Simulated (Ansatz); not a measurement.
Here is the system:

```xyz
5
Lattice="4.1219 0.0000 0.0000 0.0000 4.1219 0.0000 0.0000 0.0000 4.1219" Properties=species:S:1:pos:R:3 pbc="T T T"
Ba     2.0610     2.0610     2.0610
Sn     0.0000     0.0000     0.0000
O      0.0000     2.0610     0.0000
O      2.0610     0.0000     0.0000
O      0.0000     0.0000     2.0610
```

Calculation: r2SCAN, rigid bands (plane waves, PAW, scalar-relativistic; Ansatz, a quantum-chemistry and plane-wave program). Condition of this run: functional r2SCAN on the same cell. How the cell was made: cell and atoms relaxed with PBEsol.

**Question.** What conductivity effective mass do dilute electrons have at 300 K?

**Answer.** 0.20 mₑ.

**Question.** What conductivity effective mass do dilute holes have at 300 K?

**Answer.** 1.93 mₑ.

**Question.** And the band gap?

**Answer.** 1.65 eV at this level; semilocal functionals usually fall short of the measured gap.

Rigid bands, one relaxation time for all states, no polarons. Spin-orbit coupling is left out; where it splits the top of the valence band it changes the hole mass and lowers the gap by about a third of the splitting. Geometry: cell and atoms relaxed with PBEsol.
